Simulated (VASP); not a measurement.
# Sb (Im-3m) in VASP: notebook

Runs on Sb. Level: PBE. Tasks: single point.

Everything below comes from runs of VASP 6.6.1. Logs are shortened: lines on timing, memory, paths and dates and some standing lists are left out, and cuts for length are marked.

## Step 1: Starting point

The structure is cubic, space group Im-3m (No. 229). Conventional cell: a = 3.743 Å, b = 3.743 Å, c = 3.743 Å, α = 90.00°, β = 90.00°, γ = 90.00°. Sb (site symmetry m-3m) is surrounded by 8 Sb at 3.24 Å.

This isn't the form of Sb at room conditions, which is rhombohedral.

## Step 2: Single point, PBE

Input file INCAR:

```
SYSTEM = Sb
PREC = Accurate
ENCUT = 350
EDIFF = 1E-6
ISMEAR = 0
SIGMA = 0.05
LREAL = .False.
LASPH = .True.
NELM = 100
ALGO = Normal
ISIF = 2
LWAVE = .False.
LCHARG = .False.
GGA = PE
ADDGRID = .False.
```

Input file KPOINTS:

```
Automatic mesh
0
Gamma
  6 6 6
  0 0 0
```

Input file POSCAR:

```
Sb
1.0
   -1.8488020000      1.8498240000      1.9110830000
    1.8778730000     -1.8297390000      1.9200690000
    1.8451380000      1.8260750000     -1.8909980000
Sb
1
Direct
   -0.0010080000      0.0132760000      0.0062290000
```

Potentials or basis: VASP PAW PBE potentials, release 64 (Sb).

Run with:

```sh
$ cat potpaw_PBE.64/Sb/POTCAR > POTCAR
$ mpirun -np 1 vasp_std > vasp.out
```

OUTCAR:

```text
SYSTEM = Sb
   PREC = Accurate
   ENCUT = 350
   EDIFF = 1E-6
   ISMEAR = 0
   LREAL = .False.
   LASPH = .True.
   NELM = 100
   ISIF = 2
   GGA = PE

 Found    112 irreducible k-points:

 Following reciprocal coordinates:
            Coordinates               Weight
  0.000000  0.000000  0.000000      1.000000
  0.166667 -0.000000  0.000000      2.000000
  0.333333 -0.000000  0.000000      2.000000
  0.500000 -0.000000  0.000000      1.000000
  0.000000  0.166667 -0.000000      2.000000
  0.166667  0.166667  0.000000      2.000000
   k-points           NKPTS =    112   k-points in BZ     NKDIM =    112   number of bands    NBANDS=      6
   number of dos      NEDOS =    301   number of ions     NIONS =      1
   total plane-waves  NPLWV =   8000
   dimension x,y,z NGX =    20 NGY =   20 NGZ =   20
   dimension x,y,z NGXF=    40 NGYF=   40 NGZF=   40
   ions per type =               1
   NGX,Y,Z   is equivalent  to a cutoff of  10.26, 10.23, 10.35 a.u.
   NGXF,Y,Z  is equivalent  to a cutoff of  20.53, 20.46, 20.71 a.u.
 SYSTEM =  Sb
   PREC   = accura    normal or accurate (medium, high low for compatibility)
   ISTART =      0    job   : 0-new  1-cont  2-samecut
   ICHARG =      2    charge: 1-file 2-atom 10-const
   ISPIN  =      1    spin polarized calculation?
   LNONCOLLINEAR =      F non collinear calculations
   LSORBIT =      F    spin-orbit coupling
   LASPH  =      T    aspherical Exc in radial PAW
   ENCUT  =  350.0 eV  25.72 Ry    5.07 a.u.   4.94  4.96  4.90*2*pi/ulx,y,z
   NELM   =    100;   NELMIN=  2; NELMDL= -5     # of ELM steps
   EDIFF  = 0.1E-05   stopping-criterion for ELM
   LREAL  =      F    real-space projection
   EDIFFG = 0.1E-04   stopping-criterion for IOM
   NSW    =      0    number of steps for IOM
   IBRION =     -1    ionic relax: 0-MD 1-quasi-New 2-CG
   NFREE  =      0    steps in history (QN), initial steepest desc. (CG)
   ISIF   =      2    stress and relaxation
   ISYM   =      2    0-nonsym 1-usesym 2-fastsym
   POTIM  = 0.5000    time-step for ionic-motion
   TEBEG  =    0.0;   TEEND  =   0.0 temperature during run
   PSTRESS=    0.0 pullay stress
   NELECT =       5.0000    total number of electrons
   NUPDOWN=      -1.0000    fix difference up-down
   EMIN   =  10.00;   EMAX   =-10.00  energy-range for DOS
   EFERMI =   0.00;   METHOD = LEGACY
   ISMEAR =     0;   SIGMA  =   0.05  broadening in eV -4-tet -1-fermi 0-gaus
   EFERMI_NEDOS =   21; number of points for ismear=-14 and -15
   IALGO  =     38    algorithm
   IMIX   =      4    mixing-type and parameters
     AMIX     =   0.40;   BMIX     =  1.00
     AMIX_MAG =   1.60;   BMIX_MAG =  1.00
  volume/ion in A,a.u.               =      26.21       176.89
  Fermi-wavevector in a.u.,A,eV,Ry     =   0.942378  1.780837 12.083020  0.888077
  Thomas-Fermi vector in A             =   2.069982
   LORBIT       =      0    0 simple, 1 ext, 2 COOP (PROOUT), +10 PAW based schemes
   GGA     = PE    functional components
   LHFCALC =     F    Hartree Fock is set to
   AEXX    =    0.0000 exact exchange contribution
   IVDW    =     0    specifies the selected vdW correction
   LEPSILON=     F    determine dielectric tensor
   LRPA    =     F    only Hartree local field effects (RPA)
 non-spin polarized calculation
 Gauss-broadening in eV      SIGMA  =   0.05
  energy-cutoff  :      350.00
  volume of cell :       26.21
 maximum number of plane-waves:       400
   NGX =  9   NGY =  9   NGZ =  9

 number of electron       5.0000000 magnetization

 Free energy of the ion-electron system (eV)
  ---------------------------------------------------
  ext. energy  EPLUGINS =         0.00000000
  ---------------------------------------------------
  free energy    TOTEN  =        -3.84091172 eV

  energy without entropy =       -3.83850987  energy(sigma->0) =       -3.83971080

 E-fermi :   8.4113     XC(G=0): -10.3440

 val. band max:        8.4102258799   @ k =   0.5000   0.1667   0.3333
 cond. band min:       8.4199267333   @ k =   0.5000  -0.0000   0.1667
 fundamental gap:      0.0097008534
 Fermi energy:         8.4112863089

 k-point     1 :       0.0000    0.0000    0.0000
  band No.  band energies     occupation
      1      -4.2463      2.00000
      2      14.2884      0.00000
      3      14.5455      0.00000
      4      14.6845      0.00000
      5      19.1432      0.00000
      6      19.3722      0.00000

 k-point     2 :       0.1667   -0.0000    0.0000
  band No.  band energies     occupation
      1      -3.6615      2.00000
      2      10.8726      0.00000
      3      13.0661      0.00000
      4      14.1107      0.00000
      5      17.3995      0.00000
      6      17.7398      0.00000

 k-point     3 :       0.3333   -0.0000    0.0000
  band No.  band energies     occupation
      1      -1.9632      2.00000
      2       5.9816      2.00000
      3      11.3460      0.00000
      4      13.1774      0.00000
      5      15.9100      0.00000
      6      16.3844      0.00000

 k-point     4 :       0.5000   -0.0000    0.0000
  band No.  band energies     occupation
      1      -0.1491      2.00000
      2       3.0202      2.00000
      3      10.6975      0.00000
      4      12.7671      0.00000
      5      15.4226      0.00000
      6      15.9308      0.00000

 k-point     5 :       0.0000    0.1667   -0.0000
  band No.  band energies     occupation
      1      -3.6733      2.00000
      2      10.7140      0.00000
      3      13.2066      0.00000
      4      14.2052      0.00000
      5      17.5216      0.00000
      6      17.8782      0.00000

 k-point     6 :       0.1667    0.1667    0.0000
  band No.  band energies     occupation
      1      -2.5601      2.00000
      2       8.0632      2.00000
      3       9.9900      0.00000
      4      12.9685      0.00000
      5      17.5270      0.00000
      6      18.2408      0.00000

 [... further k-points ...]

------------------------ aborting loop because EDIFF is reached ----------------------------------------

  FORCE on cell =-STRESS in cart. coord.  units (eV):
  Direction    XX          YY          ZZ          XY          YZ          ZX
  --------------------------------------------------------------------------------------
  -------------------------------------------------------------------------------------
  Total        0.7484673      0.5737197      0.5210566     -0.1301022      0.1770178      0.1425546
  in kB       45.7472261     35.0664432     31.8476097     -7.9520016     10.8195432      8.7131077
  external PRESSURE =      37.5537597 kB  Pullay stress =       0.0000000 kB

 VOLUME and BASIS-vectors are now :
 -----------------------------------------------------------------------------
  energy-cutoff  :      350.00
  volume of cell :       26.21
      direct lattice vectors                 reciprocal lattice vectors
    -1.848802000  1.849824000  1.911083000    -0.001760844  0.270622024  0.259612708
     1.877873000 -1.829739000  1.920069000     0.266576263 -0.001149462  0.259001326
     1.845138000  1.826075000 -1.890998000     0.268894891  0.272329269 -0.003468089

 POSITION                                       TOTAL-FORCE (eV/Angst)
 -----------------------------------------------------------------------------------
     -1.81051      1.83504      1.92287        -0.000000      0.000000      0.000000
 -----------------------------------------------------------------------------------
    total drift:                                0.000001     -0.000000     -0.000000

  FREE ENERGIE OF THE ION-ELECTRON SYSTEM (eV)
  ---------------------------------------------------
  free  energy   TOTEN  =        -3.8409117248 eV

  energy  without entropy=       -3.8385098691  energy(sigma->0) =       -3.83971080
```

It took 13 s on 1 thread of AMD EPYC 7R43 (Zen 3), shared host; peak memory 0.09 GiB.

These settings aren't checked as converged: the numbers below hold their error.

What came out:

```yaml
Free_energy: -3.8409 eV
Pressure: 3.8 GPa
Band_gap_on_the_k_mesh: none (metal or under the smearing width)
```

Caveat: the k mesh is coarse (spacing up to 0.40 Å⁻¹), so the values aren't converged.

## Step 3: Single point, PBE

Changes to INCAR since step 2:

```diff
@@ -2,3 +2,3 @@
 PREC = Accurate
-ENCUT = 350
+ENCUT = 550
 EDIFF = 1E-6
```

Input file KPOINTS:

```
Automatic mesh
0
Gamma
  5 5 5
  0 0 0
```

Input file POSCAR:

```
Sb
1.0
   -1.8713408863      1.8713408863      1.8713408863
    1.8713408863     -1.8713408863      1.8713408863
    1.8713408863      1.8713408863     -1.8713408863
Sb
1
Direct
    0.0000000000      0.0000000000      0.0000000000
```

Potentials or basis: VASP PAW PBE potentials, release 64 (Sb).

Run with:

```sh
$ cat potpaw_PBE.64/Sb/POTCAR > POTCAR
$ mpirun -np 1 vasp_std > vasp.out
```

OUTCAR:

```text
SYSTEM = Sb
   PREC = Accurate
   ENCUT = 550
   EDIFF = 1E-6
   ISMEAR = 0
   LREAL = .False.
   LASPH = .True.
   NELM = 100
   ISIF = 2
   GGA = PE

 Found     10 irreducible k-points:

 Following reciprocal coordinates:
            Coordinates               Weight
  0.000000  0.000000  0.000000      1.000000
  0.200000  0.000000  0.000000     12.000000
  0.400000  0.000000  0.000000     12.000000
  0.200000  0.200000  0.000000     24.000000
  0.400000  0.200000  0.000000     24.000000
  0.200000  0.200000  0.200000      8.000000
   k-points           NKPTS =     10   k-points in BZ     NKDIM =     10   number of bands    NBANDS=      6
   number of dos      NEDOS =    301   number of ions     NIONS =      1
   total plane-waves  NPLWV =  21952
   dimension x,y,z NGX =    28 NGY =   28 NGZ =   28
   dimension x,y,z NGXF=    56 NGYF=   56 NGZF=   56
   ions per type =               1
   NGX,Y,Z   is equivalent  to a cutoff of  14.36, 14.36, 14.36 a.u.
   NGXF,Y,Z  is equivalent  to a cutoff of  28.72, 28.72, 28.72 a.u.
 SYSTEM =  Sb
   PREC   = accura    normal or accurate (medium, high low for compatibility)
   ISTART =      0    job   : 0-new  1-cont  2-samecut
   ICHARG =      2    charge: 1-file 2-atom 10-const
   ISPIN  =      1    spin polarized calculation?
   LNONCOLLINEAR =      F non collinear calculations
   LSORBIT =      F    spin-orbit coupling
   LASPH  =      T    aspherical Exc in radial PAW
   ENCUT  =  550.0 eV  40.42 Ry    6.36 a.u.   6.20  6.20  6.20*2*pi/ulx,y,z
   NELM   =    100;   NELMIN=  2; NELMDL= -5     # of ELM steps
   EDIFF  = 0.1E-05   stopping-criterion for ELM
   LREAL  =      F    real-space projection
   EDIFFG = 0.1E-04   stopping-criterion for IOM
   NSW    =      0    number of steps for IOM
   IBRION =     -1    ionic relax: 0-MD 1-quasi-New 2-CG
   NFREE  =      0    steps in history (QN), initial steepest desc. (CG)
   ISIF   =      2    stress and relaxation
   ISYM   =      2    0-nonsym 1-usesym 2-fastsym
   POTIM  = 0.5000    time-step for ionic-motion
   TEBEG  =    0.0;   TEEND  =   0.0 temperature during run
   PSTRESS=    0.0 pullay stress
   NELECT =       5.0000    total number of electrons
   NUPDOWN=      -1.0000    fix difference up-down
   EMIN   =  10.00;   EMAX   =-10.00  energy-range for DOS
   EFERMI =   0.00;   METHOD = LEGACY
   ISMEAR =     0;   SIGMA  =   0.05  broadening in eV -4-tet -1-fermi 0-gaus
   EFERMI_NEDOS =   21; number of points for ismear=-14 and -15
   IALGO  =     38    algorithm
   IMIX   =      4    mixing-type and parameters
     AMIX     =   0.40;   BMIX     =  1.00
     AMIX_MAG =   1.60;   BMIX_MAG =  1.00
  volume/ion in A,a.u.               =      26.21       176.89
  Fermi-wavevector in a.u.,A,eV,Ry     =   0.942378  1.780837 12.083018  0.888077
  Thomas-Fermi vector in A             =   2.069982
   LORBIT       =      0    0 simple, 1 ext, 2 COOP (PROOUT), +10 PAW based schemes
   GGA     = PE    functional components
   LHFCALC =     F    Hartree Fock is set to
   AEXX    =    0.0000 exact exchange contribution
   IVDW    =     0    specifies the selected vdW correction
   LEPSILON=     F    determine dielectric tensor
   LRPA    =     F    only Hartree local field effects (RPA)
 non-spin polarized calculation
 Gauss-broadening in eV      SIGMA  =   0.05
  energy-cutoff  :      550.00
  volume of cell :       26.21
 maximum number of plane-waves:       778
 NGX is ok and might be reduce to    28
   NGX = 13   NGY = 13   NGZ = 13

 number of electron       5.0000000 magnetization

 Free energy of the ion-electron system (eV)
  ---------------------------------------------------
  ext. energy  EPLUGINS =         0.00000000
  ---------------------------------------------------
  free energy    TOTEN  =        -3.86217404 eV

  energy without entropy =       -3.85207163  energy(sigma->0) =       -3.85712284

 E-fermi :   8.9107     XC(G=0): -10.3537

 val. band max:        8.9032788679   @ k =   0.2000   0.2000   0.0000
 cond. band min:       8.9280317570   @ k =  -0.4000   0.4000   0.2000
 fundamental gap:      0.0247528891
 Fermi energy:         8.9107339833

 k-point     1 :       0.0000    0.0000    0.0000
  band No.  band energies     occupation
      1      -4.2605      2.00000
      2      14.4923      0.00000
      3      14.4923      0.00000
      4      14.4923      0.00000
      5      19.4387      0.00000
      6      19.4387      0.00000

 k-point     2 :       0.2000    0.0000    0.0000
  band No.  band energies     occupation
      1      -3.4056      2.00000
      2       9.9800      0.00000
      3      12.5848      0.00000
      4      13.8018      0.00000
      5      16.9582      0.00000
      6      17.2422      0.00000
[... 28 lines left out ...]
 k-point     6 :       0.2000    0.2000    0.2000
  band No.  band energies     occupation
      1       0.2656      2.00000
      2       5.0413      2.00000
      3       7.3647      2.00000
      4       7.3647      2.00000
      5      21.9772      0.00000
      6      21.9772      0.00000

 [... further k-points ...]

------------------------ aborting loop because EDIFF is reached ----------------------------------------

  FORCE on cell =-STRESS in cart. coord.  units (eV):
  Direction    XX          YY          ZZ          XY          YZ          ZX
  --------------------------------------------------------------------------------------
  -------------------------------------------------------------------------------------
  Total        0.1760881      0.1760881      0.1760881      0.0000000     -0.0000000      0.0000000
  in kB       10.7627166     10.7627166     10.7627166      0.0000000     -0.0000000      0.0000000
  external PRESSURE =      10.7627166 kB  Pullay stress =       0.0000000 kB

 VOLUME and BASIS-vectors are now :
 -----------------------------------------------------------------------------
  energy-cutoff  :      550.00
  volume of cell :       26.21
      direct lattice vectors                 reciprocal lattice vectors
    -1.871340886  1.871340886  1.871340886     0.000000000  0.267188092  0.267188092
     1.871340886 -1.871340886  1.871340886     0.267188092  0.000000000  0.267188092
     1.871340886  1.871340886 -1.871340886     0.267188092  0.267188092  0.000000000

 POSITION                                       TOTAL-FORCE (eV/Angst)
 -----------------------------------------------------------------------------------
      0.00000      0.00000      0.00000         0.000000     -0.000000      0.000000
 -----------------------------------------------------------------------------------
    total drift:                                0.000000      0.000000     -0.000000

  FREE ENERGIE OF THE ION-ELECTRON SYSTEM (eV)
  ---------------------------------------------------
  free  energy   TOTEN  =        -3.8621740406 eV

  energy  without entropy=       -3.8520716340  energy(sigma->0) =       -3.85712284
```

OSZICAR:

```text
N       E                     dE             d eps       ncg     rms          rms(c)
DAV:   1     0.757931091066E+01    0.75793E+01   -0.17176E+03   126   0.584E+02
DAV:   2    -0.369649586822E+01   -0.11276E+02   -0.10956E+02   174   0.791E+01
DAV:   3    -0.386650327604E+01   -0.17001E+00   -0.16996E+00   144   0.103E+01
DAV:   4    -0.386710787758E+01   -0.60460E-03   -0.60460E-03   162   0.746E-01
DAV:   5    -0.386711053529E+01   -0.26577E-05   -0.26573E-05   168   0.389E-02    0.183E+00
DAV:   6    -0.386373897680E+01    0.33716E-02   -0.23458E-03   132   0.335E-01    0.104E+00
DAV:   7    -0.386214557188E+01    0.15934E-02   -0.47394E-03   120   0.473E-01    0.616E-02
DAV:   8    -0.386217356597E+01   -0.27994E-04   -0.70238E-05   174   0.822E-02    0.488E-03
DAV:   9    -0.386217404058E+01   -0.47460E-06   -0.65552E-07   132   0.781E-03
   1 F= -.38621740E+01 E0= -.38571228E+01  d E =-.101024E-01
```

stdout:

```text
POSCAR found type information on POSCAR Sb
 POSCAR found :  1 types and       1 ions
 scaLAPACK will be used
 LDA part: xc-table for (Slater+PW92), standard interpolation
 POSCAR, INCAR and KPOINTS ok, starting setup
 FFT: planning ... GRIDC
 FFT: planning ... GRID_SOFT
 FFT: planning ... GRID
 WAVECAR not read
 entering main loop
```

Run time: 6.6 s. Hardware: 1 thread of AMD EPYC 7R43 (Zen 3), shared host; peak memory 0.11 GiB.

The run converged, but some of its settings lie outside the range that counts as converged, so its numbers aren't taken as properties of the crystal.

What came out:

- Free energy: -3.8622 eV
- Pressure: 1.1 GPa
- Band gap on the k mesh: none (metal or under the smearing width)

Caveat: the k mesh is coarse (spacing up to 0.47 Å⁻¹), so the values aren't converged.

## Step 4: For comparison

An earlier run on the cell as given: functional PBE; potentials or basis VASP PAW PBE potentials, release 64 (Sb); cutoff 520 eV; k mesh 10 × 10 × 10; occupations fermi-dirac, width 0.05 eV; no spin polarisation.

- Pressure: 3.0 GPa
- Band gap on the k mesh: none (metal or under the smearing width)
